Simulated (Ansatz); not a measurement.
MnS:

```
CELL_PARAMETERS angstrom
4.30568 0.00000 0.00000
0.00000 4.30568 0.00000
0.00000 0.00000 5.36058
ATOMIC_POSITIONS crystal
Mn 0.00000 0.50000 0.00000
Mn 0.50000 0.00000 0.50000
S 0.00000 0.00000 0.25000
S 0.00000 0.00000 0.75000
```

Measurements of this composition are mostly on another form, of space group No. 225.

Base run:

- Program: Ansatz 0.2.0
- Functional: r2SCAN
- Potentials or basis: Ansatz PAW
- Cutoff: 500 eV
- Density cutoff: 2000 eV
- k mesh: 5 × 5 × 4
- Occupations: gaussian, width 0.05 eV
- Spin: collinear spin, program default start

Its results: band gap on the k mesh none (metal or under the smearing width); pressure -3.4 GPa.

Problem. The run is repeated on the same cell with these changes: spin from collinear spin, program default start to no spin polarisation. What comes out?

Solution. Band gap on the k mesh none (metal or under the smearing width); pressure -18.0 GPa.

Caveats: semilocal functionals often make such compounds metallic where correlation or magnetic order opens a gap, which also shifts bond lengths; the PAW data sets come from PBE, with cores solved anew for the run's functional, which leaves a small shift of forces and pressure; the magnetic or orbital state may not be the lowest (some runs); so large a pressure means that the cell lies far from this level's equilibrium, or that cutoff or potentials fall short (some runs).

Not every run made on this cell is shown here.
